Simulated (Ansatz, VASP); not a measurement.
## One calculation of KBr, two programs

POSCAR

```
KBr
1.0
    0.0000000000      3.1278750000      3.2101875000
    3.1278750000      0.0000000000      3.2101875000
    3.1278750000      3.1278750000      0.0000000000
K Br
1 1
Direct
    0.0000000000      0.0000000000      0.0000000000
    0.5000000000      0.5000000000      0.5000000000
```

The input INCAR.step1:

```
SYSTEM = KBr
PREC = Accurate
ENCUT = 520
ISMEAR = 0
SIGMA = 0.05
LREAL = .FALSE.
LASPH = .TRUE.
NELM = 80
NBANDS = 15
GGA = PE
ALGO = Normal
EDIFF = 1E-4
LWAVE = .TRUE.
LCHARG = .FALSE.
```

Contents of INCAR.step2:

```
SYSTEM = KBr
PREC = Accurate
ENCUT = 520
EDIFF = 1E-6
ISMEAR = 0
SIGMA = 0.05
LREAL = .FALSE.
LASPH = .TRUE.
NELM = 80
ALGO = Normal
ISIF = 2
LWAVE = .FALSE.
LCHARG = .TRUE.
METAGGA = R2SCAN
LMIXTAU = .TRUE.
LELF = .TRUE.
LVHAR = .TRUE.
NBANDS = 15
ISTART = 1
```

File KPOINTS:

```
Automatic mesh
0
G
  6 6 6
  0 0 0
```

Input for Ansatz:

```yaml
crystal:
  lattice:
    - [0.0, 3.127875, 3.2101875]
    - [3.127875, 0.0, 3.2101875]
    - [3.127875, 3.127875, 0.0]
  atoms:
    - { symbol: K, position: [0.0, 0.0, 0.0] }
    - { symbol: Br, position: [0.5, 0.5, 0.5] }
basis:
  ecutwfc: 500
kpoints:
  mp_grid: { grid: [6, 6, 6] }
hamiltonian:
  xc: r2scan
scf:
  occupations: { method: gaussian, width: 0.05 }
output:
  forces: true
  stress: true
  eigenvalues: true
```

Change from the starting cell: strain -0.050 along x and y, -0.025 along z, atoms carried along.

Alike in both runs: task single point; functional r2SCAN; k mesh 6 × 6 × 6; occupations gaussian, width 0.05 eV; no spin polarisation.

```csv
,VASP,Ansatz
version,VASP 6.6.1,Ansatz 0.2.0
potentials or method,"VASP PAW PBE potentials, release 64 (K_sv, Br)","scalar-relativistic, plane waves, PAW"
plane-wave cutoff (eV),520,500
valence electrons in the cell,16,16
```

Ansatz gave:

```
gap on the k mesh at the Fermi level (eV)       : 5.48
least direct gap on the mesh (eV)               : 5.48
pressure (GPa)                                  : 3.2
largest component of the traceless stress (GPa) : 1.11
```

Problem. Which values does VASP return?

Solution. gap on the k mesh at the Fermi level (eV): 5.49; least direct gap on the mesh (eV): 5.49; pressure (GPa): 3.2; largest component of the traceless stress (GPa): 1.12.

With one functional, cell and mesh, what is left measures potentials, basis and numerics.

Caveats: the PAW data sets were made with another functional, which shifts forces and pressure a little (VASP).
